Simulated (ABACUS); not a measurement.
Runs of ABACUS 3.10.1 on AlN. It takes space group F-43m (No. 216, cubic). The conventional cell has a = 4.368 Å, b = 4.368 Å, c = 4.368 Å, α = 90.00°, β = 90.00°, γ = 90.00°. Around Al (site symmetry -43m) lie 4 N at 1.89 Å. N (site symmetry -43m) has 4 Al at 1.89 Å as nearest neighbours. Measurements of this composition are mostly on another form, of space group No. 186.

```csv
task,level,potentials or basis,D2 scale factor,gap on the mesh (eV),pressure (GPa)
single point,BLYP+D3(BJ),"PseudoDojo NC SR 0.4.1 PBE standard, plane waves",-,3.70,(b)
single point,BLYP+D2,"PseudoDojo NC SR 0.4.1 PBE standard, plane waves",1.2,3.70,5.1
single point,BLYP+D3,"PseudoDojo NC SR 0.4.1 PBE standard, plane waves",-,3.70,(a)
single point,BLYP+D3(BJ)+ABC,"PseudoDojo NC SR 0.4.1 PBE standard, plane waves",-,3.70,0.7
single point,BLYP,"PseudoDojo NC SR 0.4.1 PBE standard, plane waves",-,3.70,9.5
```

Alike in all rows: no spin polarisation; cell as given; k mesh 10 × 10 × 10; cutoff (eV) 1143; smearing fermi-dirac 0.05 eV.

Estimate the missing entries.

(a) 4.0; (b) 0.2.

Caveats: the potentials were made for another functional, which shifts forces and pressure.

A k mesh can miss the band edges.
